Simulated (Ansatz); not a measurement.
## Ga in Ansatz: the effect of functional

The system is Ga.

```
CELL_PARAMETERS angstrom
1.41012 -4.10547 0.00000
1.41012 4.10547 0.00000
-0.11975 0.00000 3.39524
ATOMIC_POSITIONS crystal
Ga 0.13100 0.86900 0.75000
Ga 0.86900 0.13100 0.25000
```

This isn't the form of Ga at room conditions, which is orthorhombic.

The cell isn't the ideal one: volume scaled by 1.06.

Alike in all runs:

* Program: Ansatz 0.2.0
* Task: single point
* Potentials or basis: Ansatz PAW
* k mesh: 10 × 10 × 8
* Occupations: fermi-dirac, width 0.05 eV
* Spin: no spin polarisation

Q: One run gave: pressure -6.2 GPa; largest force 0.15 eV/Å. Which functional did it use?
A. LDA
B. PBEsol
C. r2SCAN

A: A.

```csv
functional,cutoff,pressure (GPa),largest force (eV/Å)
LDA,420 eV (not typed: the program's choice for these potentials),-6.2,0.15
PBEsol,420 eV (not typed: the program's choice for these potentials),-4.5,0.17
r2SCAN,500 eV (not typed: the program's choice for these potentials),-4.2,0.19
```

Caveats: the PAW data sets come from PBE, with cores solved anew for the run's functional, which leaves a small shift of forces and pressure.

Runs at the PBE level aren't shown here.
